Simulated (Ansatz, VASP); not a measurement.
## One calculation of Pb, two programs

Contents of INCAR:

```
SYSTEM = Pb
  PREC = Accurate
  ENCUT = 520
  EDIFF = 1E-7
  ISMEAR = 0
  SIGMA = 0.011
  LREAL = .False.
  LASPH = .True.
  NELM = 60
  ALGO = Normal
  ISIF = 2
  LWAVE = .False.
  LCHARG = .False.
  GGA = PE
  NBANDS = 13
```

File KPOINTS:

```
Automatic mesh
0
Gamma
  9 9 9
  0 0 0
```

File POSCAR:

```
Pb
1.0
    0.0000000000      2.4750200000      2.4750200000
    2.4750200000      0.0000000000      2.4750200000
    2.4750200000      2.4750200000      0.0000000000
Pb
1
Direct
    0.0000000000      0.0000000000      0.0000000000
```

File input.yaml:

```yaml
crystal:
  lattice:
    - [0.0, 2.47502, 2.47502]
    - [2.47502, 0.0, 2.47502]
    - [2.47502, 2.47502, 0.0]
  atoms:
    - { symbol: Pb, position: [0.0, 0.0, 0.0] }
kpoints:
  mp_grid: { grid: [9, 9, 9] }
scf:
  occupations: { method: gaussian, width: 0.011 }
hamiltonian:
  xc: pbe
  pseudopotentials: { kind: all_electron, lapw: { basis_error: 0.001 } }
output:
  forces: true
  stress: true
  eigenvalues: true
```

Alike in both runs: task single point; functional PBE; k mesh 9 × 9 × 9; occupations gaussian, width 0.011 eV; no spin polarisation.

|  | VASP | Ansatz |
| --- | --- | --- |
| version | VASP 6.6.1 | Ansatz 0.2.0 |
| potentials or method | VASP PAW PBE potentials, release 64 (Pb_d) | all-electron LAPW, scalar-relativistic |
| plane-wave cutoff (eV) | 520 | see its input |

|  | VASP | Ansatz | Ansatz less VASP |
| --- | --- | --- | --- |
| gap on the k mesh at the Fermi level (eV) | none | none | - |
| pressure (GPa) | 2.2 | 2.3 | +0.08 |

A gap of «none» marks a metal or a gap that the smearing closes. Ansatz ran all-electron here, so the differences hold the error of VASP's frozen core and of both bases.

Spin-orbit coupling is left out, which matters for the levels of Pb.
